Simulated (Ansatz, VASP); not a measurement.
**GaN: VASP beside Ansatz**

```xyz
4
Lattice="3.1203 0.0000 0.0000 -1.5601 2.7023 0.0000 0.0000 0.0000 5.1636" Properties=species:S:1:pos:R:3 pbc="T T T"
Ga    0.0000    1.8015    0.0032
Ga    1.5601    0.9008    2.5850
N     0.0000    1.8015    1.9332
N     1.5601    0.9008    4.5150
```

Change from the starting cell: film at in-plane strain -0.01.

Alike in both runs: task single point; functional LDA; k mesh 8 × 8 × 4; no spin polarisation.

|  | VASP | Ansatz |
| --- | --- | --- |
| version | VASP 6.6.1 | Ansatz 0.2.0 |
| potentials or method | VASP PAW LDA potentials, release 64 (Ga_d, N), cutoff 520 eV | all-electron LAPW, scalar-relativistic |
| occupations | gaussian, width 0.01 eV | fixed |

```tsv
	VASP	Ansatz	Ansatz less VASP
gap on the k mesh at the Fermi level (eV)	2.18	2.17	-0.009
pressure (GPa)	4.4	3.4	-0.98
largest component of the traceless stress (GPa)	3.20	3.16	-0.041
rms of the force components (eV/Å)	0.003	0.001	-0.0026
```

Atom by atom the forces differ by 0.003 eV/Å (rms over components). Ansatz ran all-electron here, so the differences hold the error of VASP's frozen core and of both bases.
